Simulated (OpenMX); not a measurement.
Runs of OpenMX 3.8.5 on BAs. The structure is cubic, space group Pm-3m (No. 221). Conventional cell: a = 3.236 Å, b = 3.236 Å, c = 3.236 Å, α = 90.00°, β = 90.00°, γ = 90.00°. B (site symmetry m-3m) is surrounded by 8 As at 2.80 Å. As (site symmetry m-3m) has 8 B at 2.80 Å as nearest neighbours. The cell was built by a generator and needn't be a form met in nature.

```csv
level,gap on the mesh (eV),pressure (GPa)
PBE+D3,none,(a)
PBE+D4,none,-16.9
PBE,none,-16.1
PBE+D3(BJ),none,-15.9
```

Alike in all rows: task single point; potentials or basis OpenMX 2013 PBE set, B7.0-s2p2d1, As7.0-s3p2d2, grid cutoff 500 Ry; no spin polarisation; cell as given; k mesh 7 × 7 × 7; smearing fermi-dirac 0.05 eV.

Problem. Estimate the missing entries.

Solution. (a) -16.2.

Caveats: the basis of atomic orbitals isn't converged, which shifts pressures, moduli and gaps; pairwise dispersion overbinds metals, which lowers pressure and volume (some runs).

A k mesh can miss the band edges, and the runs leave out spin-orbit coupling on As.

A gap of «none» marks a metal or a gap under the smearing width.
